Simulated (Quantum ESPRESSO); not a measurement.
# MoS4 in Quantum ESPRESSO: a series of runs

One slab, MoS4, is run at these levels: RPBE, PBE; tasks: band structure.

All numbers are computed with Quantum ESPRESSO 7.5; they aren't measurements. Logs are shortened: lines on timing, memory, paths and dates and some standing lists are left out, and cuts for length are marked.

**1. The structure**

The cell holds a slab with vacuum, 5 atoms: a = 3.184 Å, b = 3.184 Å, c = 46.567 Å, α = 90.00°, β = 90.00°, γ = 120.00°.

**2. Band structure, RPBE**

File pw.in:

```
&CONTROL
  calculation = 'scf'
  prefix = 'pwscf'
  outdir = './tmp'
  pseudo_dir = './pseudo'
  tprnfor = .true.
  disk_io = 'low'
/
&SYSTEM
  ibrav = 0
  celldm(1) = 8
  nat = 5
  ntyp = 2
  ecutwfc = 60
  ecutrho = 440
  nbnd = 27
  input_dft = 'rpbe'
  occupations = 'smearing'
  smearing = 'mp'
  degauss = 0.00734986
/
&ELECTRONS
  conv_thr = 5d-09
  electron_maxstep = 150
  mixing_beta = 0.3
  mixing_mode = 'local-TF'
  tqr = .true.
/
ATOMIC_SPECIES
S     32.0600 s_pbe_v1.4.uspp.F.UPF
Mo    95.9500 Mo_ONCV_PBE-1.0.oncvpsp.upf
CELL_PARAMETERS alat
  0.7521407801967   0.0000000000000   0.0000000000000
 -0.3760703901061   0.6513730228771   0.0000000000000
  0.0000000000000   0.0000000000000  10.9997532318311
ATOMIC_POSITIONS crystal
S      0.3333333300    0.6666666600    0.1610598169
S      0.3333333300    0.6666666600    0.4666858505
Mo     0.0000000000    0.0000000000    0.5000000000
S      0.3333333300    0.6666666600    0.5333141495
S      0.3333333300    0.6666666600    0.8389401831
K_POINTS automatic
10 10 1 0 0 0
```

File bands.in:

```
&CONTROL
  calculation = 'bands'
  prefix = 'pwscf'
  outdir = './tmp'
  pseudo_dir = './pseudo'
  disk_io = 'low'
  verbosity = 'high'
/
&SYSTEM
  ibrav = 0
  celldm(1) = 8
  nat = 5
  ntyp = 2
  ecutwfc = 60
  ecutrho = 440
  nbnd = 27
  input_dft = 'rpbe'
  occupations = 'smearing'
  smearing = 'mp'
  degauss = 0.00734986
/
&ELECTRONS
  conv_thr = 1d-06
  electron_maxstep = 150
  mixing_beta = 0.3
  mixing_mode = 'local-TF'
  tqr = .true.
  diago_david_ndim = 4
/
ATOMIC_SPECIES
S     32.0600 s_pbe_v1.4.uspp.F.UPF
Mo    95.9500 Mo_ONCV_PBE-1.0.oncvpsp.upf
CELL_PARAMETERS alat
  0.7521407801967   0.0000000000000   0.0000000000000
 -0.3760703901061   0.6513730228771   0.0000000000000
  0.0000000000000   0.0000000000000  10.9997532318311
ATOMIC_POSITIONS crystal
S      0.3333333300    0.6666666600    0.1610598169
S      0.3333333300    0.6666666600    0.4666858505
Mo     0.0000000000    0.0000000000    0.5000000000
S      0.3333333300    0.6666666600    0.5333141495
S      0.3333333300    0.6666666600    0.8389401831
K_POINTS crystal
36
 0.0000000000  0.0000000000  0.0000000000 1
 0.0416666667  0.0000000000  0.0000000000 1
 0.0833333333  0.0000000000  0.0000000000 1
 0.1250000000  0.0000000000  0.0000000000 1
 0.1666666667  0.0000000000  0.0000000000 1
 0.2083333333  0.0000000000  0.0000000000 1
 0.2500000000  0.0000000000  0.0000000000 1
 0.2916666667  0.0000000000  0.0000000000 1
 0.3333333333  0.0000000000  0.0000000000 1
 0.3750000000  0.0000000000  0.0000000000 1
 0.4166666667  0.0000000000  0.0000000000 1
 0.4583333333  0.0000000000  0.0000000000 1
 0.5000000000  0.0000000000  0.0000000000 1
 0.4761904762  0.0476190476  0.0000000000 1
 0.4523809524  0.0952380952  0.0000000000 1
 0.4285714286  0.1428571429  0.0000000000 1
 0.4047619048  0.1904761905  0.0000000000 1
 0.3809523810  0.2380952381  0.0000000000 1
 0.3571428571  0.2857142857  0.0000000000 1
 0.3333333333  0.3333333333  0.0000000000 1
 0.3125000000  0.3125000000  0.0000000000 1
 0.2916666667  0.2916666667  0.0000000000 1
 0.2708333333  0.2708333333  0.0000000000 1
 0.2500000000  0.2500000000  0.0000000000 1
 0.2291666667  0.2291666667  0.0000000000 1
 0.2083333333  0.2083333333  0.0000000000 1
 0.1875000000  0.1875000000  0.0000000000 1
 0.1666666667  0.1666666667  0.0000000000 1
 0.1458333333  0.1458333333  0.0000000000 1
 0.1250000000  0.1250000000  0.0000000000 1
 0.1041666667  0.1041666667  0.0000000000 1
 0.0833333333  0.0833333333  0.0000000000 1
 0.0625000000  0.0625000000  0.0000000000 1
 0.0416666667  0.0416666667  0.0000000000 1
 0.0208333333  0.0208333333  0.0000000000 1
 0.0000000000  0.0000000000  0.0000000000 1
```

Potentials or basis: SSSP 1.3 efficiency PBE.

On the command line:

```
$ OMP_NUM_THREADS=1 mpirun -n 2 pw.x -nk 2 -in pw.in > pw.out
$ OMP_NUM_THREADS=1 mpirun -n 2 pw.x -nk 2 -in bands.in > bands.out
```

pw.out:

```text
This program is part of the open-source Quantum ESPRESSO suite
     for quantum simulation of materials; please cite
         "P. Giannozzi et al., J. Phys.:Condens. Matter 21 395502 (2009);
         "P. Giannozzi et al., J. Phys.:Condens. Matter 29 465901 (2017);
         "P. Giannozzi et al., J. Chem. Phys. 152 154105 (2020);
     in publications or presentations arising from this work. More details at

     IMPORTANT: XC functional enforced from input :
     Exchange-correlation= RPBE
                           (   1   4  44   4   0   0   0)
     Any further DFT definition will be discarded
     Please, verify this is what you really want

     Message from routine setup:
     using ibrav=0 with symmetry is DISCOURAGED, use correct ibrav instead

     K-points division:     npool     =       2
     Subspace diagonalization in iterative solution of the eigenvalue problem:
     a serial algorithm will be used

     G-vector sticks info
     --------------------
     sticks:   dense  smooth     PW     G-vecs:    dense   smooth      PW
     Sum        1099     595    169               429569   173287   27139

     Using Slab Decomposition

     bravais-lattice index     =            0
     lattice parameter (alat)  =       8.0000  a.u.
     unit-cell volume          =    2759.1913 (a.u.)^3
     number of atoms/cell      =            5
     number of atomic types    =            2
     number of electrons       =        38.00
     number of Kohn-Sham states=           27
     kinetic-energy cutoff     =      60.0000  Ry
     charge density cutoff     =     440.0000  Ry
     scf convergence threshold =      5.0E-09
     mixing beta               =       0.3000
     number of iterations used =            8  local-TF  mixing
     Exchange-correlation= RPBE
                           (   1   4  44   4   0   0   0)

     celldm(1)=   8.000000  celldm(2)=   0.000000  celldm(3)=   0.000000
     celldm(4)=   0.000000  celldm(5)=   0.000000  celldm(6)=   0.000000

     crystal axes: (cart. coord. in units of alat)
               a(1) = (   0.752141   0.000000   0.000000 )
               a(2) = (  -0.376070   0.651373   0.000000 )
               a(3) = (   0.000000   0.000000  10.999753 )

     reciprocal axes: (cart. coord. in units 2 pi/alat)
               b(1) = (  1.329538  0.767609 -0.000000 )
               b(2) = (  0.000000  1.535219  0.000000 )
               b(3) = (  0.000000 -0.000000  0.090911 )

     PseudoPot. # 1 for S  read from file:
     s_pbe_v1.4.uspp.F.UPF
     Pseudo is Ultrasoft + core correction, Zval =  6.0
     Generated by new atomic code, or converted to UPF format
     Using radial grid of  907 points,  6 beta functions with:
                l(1) =   0
                l(2) =   0
                l(3) =   1
                l(4) =   1
                l(5) =   2
                l(6) =   2
     Q(r) pseudized with  8 coefficients,  rinner =    1.300   1.300   1.300
                                                       1.300   1.300

     PseudoPot. # 2 for Mo read from file:
     Mo_ONCV_PBE-1.0.oncvpsp.upf
     Pseudo is Norm-conserving, Zval = 14.0
     Generated using ONCVPSP code by D. R. Hamann
     Using radial grid of 1526 points,  6 beta functions with:
                l(1) =   0
                l(2) =   0
                l(3) =   1
                l(4) =   1
                l(5) =   2
                l(6) =   2

     atomic species   valence    mass     pseudopotential
     S                 6.00    32.06000     S ( 1.00)
     Mo               14.00    95.95000     Mo( 1.00)

     12 Sym. Ops. (no inversion) found

   Cartesian axes

     site n.     atom                  positions (alat units)
         1        S      tau(   1) = (  -0.0000000   0.4342487   1.7716182  )
         2        S      tau(   2) = (  -0.0000000   0.4342487   5.1334292  )
         3        Mo     tau(   3) = (   0.0000000   0.0000000   5.4998766  )
         4        S      tau(   4) = (  -0.0000000   0.4342487   5.8663240  )
         5        S      tau(   5) = (  -0.0000000   0.4342487   9.2281350  )

     number of k points=    14  Methfessel-Paxton smearing, width (Ry)=  0.0073
                       cart. coord. in units 2pi/alat
        k(    1) = (   0.0000000   0.0000000   0.0000000), wk =   0.0200000
        k(    2) = (   0.0000000   0.1535219   0.0000000), wk =   0.1200000
        k(    3) = (   0.0000000   0.3070437   0.0000000), wk =   0.1200000
        k(    4) = (   0.0000000   0.4605656   0.0000000), wk =   0.1200000
        k(    5) = (   0.0000000   0.6140875   0.0000000), wk =   0.1200000
        k(    6) = (   0.0000000  -0.7676093   0.0000000), wk =   0.0600000
        k(    7) = (   0.1329538   0.2302828   0.0000000), wk =   0.1200000
        k(    8) = (   0.1329538   0.3838047   0.0000000), wk =   0.2400000
        k(    9) = (   0.1329538   0.5373265   0.0000000), wk =   0.2400000
        k(   10) = (   0.1329538   0.6908484   0.0000000), wk =   0.2400000
        k(   11) = (   0.2659077   0.4605656   0.0000000), wk =   0.1200000
        k(   12) = (   0.2659077   0.6140875   0.0000000), wk =   0.2400000
        k(   13) = (   0.2659077   0.7676093   0.0000000), wk =   0.1200000
        k(   14) = (   0.3988615   0.6908484   0.0000000), wk =   0.1200000

     Dense  grid:   429569 G-vectors     FFT dimensions: (  45,  45, 600)

     Smooth grid:   173287 G-vectors     FFT dimensions: (  30,  30, 450)
     Real space treatment of Q(r)

     Initializing real-space augmentation for DENSE grid
     Message from routine real_space_q:
     integrated real space q too different from target q
     Largest difference:   0.000039 for atom type # 1

     Initial potential from superposition of free atoms

     starting charge      37.9989, renormalised to      38.0000

     negative rho (up, down):  9.045E-06 0.000E+00
     Starting wfcs are   26 randomized atomic wfcs +    1 random wfcs

     Self-consistent Calculation

     iteration #  1     ecut=    60.00 Ry     beta= 0.30
     Davidson diagonalization with overlap
     ethr =  1.00E-02,  avg # of iterations =  4.4

     Threshold (ethr) on eigenvalues was too large:
     Diagonalizing with lowered threshold

     Davidson diagonalization with overlap
     ethr =  4.11E-04,  avg # of iterations =  1.9

     negative rho (up, down):  8.018E-04 0.000E+00

     total energy              =    -233.60121379 Ry
     estimated scf accuracy    <       0.16421440 Ry

     iteration #  2     ecut=    60.00 Ry     beta= 0.30
     Davidson diagonalization with overlap
     ethr =  4.32E-04,  avg # of iterations =  1.1
[... 10 lines left out ...]
     negative rho (up, down):  5.490E-03 0.000E+00

     total energy              =    -233.58002335 Ry
     estimated scf accuracy    <       0.00709074 Ry

     iteration #  4     ecut=    60.00 Ry     beta= 0.30
     Davidson diagonalization with overlap
     c_bands:  1 eigenvalues not converged
     ethr =  1.87E-05,  avg # of iterations =  7.9

     negative rho (up, down):  5.319E-03 0.000E+00

     total energy              =    -233.57918346 Ry
     estimated scf accuracy    <       0.00496738 Ry

     iteration #  5     ecut=    60.00 Ry     beta= 0.30
     Davidson diagonalization with overlap
     ethr =  1.31E-05,  avg # of iterations =  4.1
[... 19 lines left out ...]
     negative rho (up, down):  1.045E-03 0.000E+00

     total energy              =    -233.57881419 Ry
     estimated scf accuracy    <       0.00141874 Ry

     iteration #  8     ecut=    60.00 Ry     beta= 0.30
     Davidson diagonalization with overlap
     c_bands:  1 eigenvalues not converged
     ethr =  3.73E-06,  avg # of iterations =  6.1

     negative rho (up, down):  6.991E-04 0.000E+00

     total energy              =    -233.57881006 Ry
     estimated scf accuracy    <       0.00113435 Ry

     iteration #  9     ecut=    60.00 Ry     beta= 0.30
     Davidson diagonalization with overlap
     ethr =  2.99E-06,  avg # of iterations =  4.3
[... 6 lines left out ...]
     iteration # 10     ecut=    60.00 Ry     beta= 0.30
     Davidson diagonalization with overlap
     ethr =  2.84E-06,  avg # of iterations =  5.5

     negative rho (up, down):  2.195E-03 0.000E+00

     total energy              =    -233.57878352 Ry
     estimated scf accuracy    <       0.00094156 Ry

[... 91 further cycles ...]
     iteration #102     ecut=    60.00 Ry     beta= 0.30
     Davidson diagonalization with overlap
     ethr =  1.41E-08,  avg # of iterations =  1.0

     negative rho (up, down):  1.327E-05 0.000E+00

     total energy              =    -233.57843849 Ry
     estimated scf accuracy    <       0.00004895 Ry

     iteration #103     ecut=    60.00 Ry     beta= 0.30
     Davidson diagonalization with overlap
     ethr =  1.41E-08,  avg # of iterations =  1.0
[... 69 lines left out ...]
     iteration #111     ecut=    60.00 Ry     beta= 0.30
     Davidson diagonalization with overlap
     ethr =  1.52E-11,  avg # of iterations =  1.0

     negative rho (up, down):  1.197E-05 0.000E+00

     End of self-consistent calculation

          k = 0.0000 0.0000 0.0000 ( 21787 PWs)   bands (ev):

   -64.2024 -38.3551 -38.1581 -38.1581 -17.4097 -16.0703 -15.4464 -15.4464
    -8.9137  -5.9815  -5.9815  -5.0115  -4.8617  -4.8617  -4.7476  -4.7476
    -3.2530  -1.5295  -1.5295  -1.5295  -1.5295  -0.5428  -0.5428  -0.2771
    -0.2771   2.1774   2.3488

          k = 0.0000 0.1535 0.0000 ( 21781 PWs)   bands (ev):

   -64.1988 -38.3480 -38.1943 -38.1663 -17.2640 -16.0127 -15.3330 -15.3330
    -8.7508  -6.2932  -5.8280  -5.6875  -5.0885  -4.6377  -4.6377  -4.4158
    -3.3423  -2.1302  -2.1302  -1.6600  -1.6600  -0.6991  -0.6306  -0.4393
    -0.2912   2.4323   2.5425
[... 15 lines left out ...]
          k = 0.0000 0.6141 0.0000 ( 21623 PWs)   bands (ev):

   -64.1687 -38.4926 -38.2875 -38.2354 -15.7856 -15.4424 -14.1158 -14.1158
    -8.8518  -7.8342  -7.2832  -6.3981  -6.0222  -6.0222  -5.0518  -4.4707
    -4.1446  -3.4880  -3.4880  -2.5738  -2.5738  -1.1154  -0.7331   0.4491
     0.9526   3.6091   4.6123

          k = 0.0000-0.7676 0.0000 ( 21612 PWs)   bands (ev):

   -64.1652 -38.5269 -38.2803 -38.2435 -15.5637 -15.3619 -13.9228 -13.9228
    -9.0626  -8.0620  -7.3861  -6.5144  -6.4477  -6.4477  -5.1402  -4.3215
    -3.9263  -3.3130  -3.3130  -2.6652  -2.6652  -1.0897  -0.5560   0.6253
     1.0308   2.9323   4.8750

          k = 0.1330 0.2303 0.0000 ( 21755 PWs)   bands (ev):

   -64.1924 -38.3351 -38.2566 -38.1838 -16.9891 -15.9040 -15.1159 -15.1159
    -8.4799  -6.7488  -6.1856  -5.6259  -5.5642  -4.4283  -4.4283  -4.2304
    -3.5862  -3.0256  -3.0256  -1.9624  -1.9624  -0.9912  -0.8156  -0.6969
     0.1664   2.8314   2.9201
[... 43 lines left out ...]
          k = 0.3989 0.6908 0.0000 ( 21556 PWs)   bands (ev):

   -64.1612 -38.4518 -38.3696 -38.2723 -15.3441 -15.2283 -13.7312 -13.7312
    -8.6460  -8.1189  -7.1191  -6.7904  -6.2526  -5.6289  -5.6289  -5.3184
    -4.8471  -4.8471  -3.4489  -3.1432  -3.1432  -1.5297  -0.1348   0.1059
     1.5179   3.9339   4.6498

     the Fermi energy is    -3.2585 ev

!    total energy              =    -233.57843787 Ry
     estimated scf accuracy    <          2.9E-09 Ry
     smearing contrib. (-TS)   =       0.00001370 Ry
     internal energy E=F+TS    =    -233.57845157 Ry

     The total energy is F=E-TS. E is the sum of the following terms:
     one-electron contribution =   -2358.17713883 Ry
     hartree contribution      =    1179.09674754 Ry
     xc contribution           =     -48.99483478 Ry
     ewald contribution        =     994.49677451 Ry

     convergence has been achieved in 111 iterations

     negative rho (up, down):  1.197E-05 0.000E+00

     Forces acting on atoms (cartesian axes, Ry/au):

     atom    1 type  1   force =     0.00000000   -0.00000000    0.00000985
     atom    2 type  1   force =     0.00000000    0.00000000   -0.01321102
     atom    3 type  2   force =     0.00000000    0.00000000    0.00000000
     atom    4 type  1   force =     0.00000000   -0.00000000    0.01321102
     atom    5 type  1   force =     0.00000000   -0.00000000   -0.00000985

     Total force =     0.018683     Total SCF correction =     0.000065

=------------------------------------------------------------------------------=
   JOB DONE.
=------------------------------------------------------------------------------=
```

Wall time 15 min (2 MPI ranks of Arm Neoverse V2, shared host); peak memory 1 GiB.

Results:

* Free energy: -3177.9965 eV
* Largest force: 0.340 eV/Å
* Band gap on the k mesh: none (metal or under the smearing width)

Forces in eV/Å, atoms in the order of the input:
```
S    0.000  0.000  0.000
S    0.000  0.000 -0.340
Mo   0.000  0.000  0.000
S    0.000  0.000  0.340
S    0.000  0.000  0.000
```

Levels at the corners of the path, in eV from the Fermi level:
| point | band 17 | band 18 | band 19 | band 20 | band 21 | band 22 |
| --- | --- | --- | --- | --- | --- | --- |
| Γ | 0.00 | 1.73 | 1.73 | 1.73 | 1.73 | 2.71 |
| M | -0.67 | -0.05 | -0.05 | 0.59 | 0.59 | 2.17 |
| K | -2.05 | -2.05 | -0.07 | 0.15 | 0.15 | 1.58 |
| Γ | 0.00 | 1.73 | 1.73 | 1.73 | 1.73 | 2.71 |

Caveat: the potentials were made for another functional, which shifts forces and pressure; real space augmentation costs some meV and hundredths of eV per Å.

(Continued in part 2 of 2.)
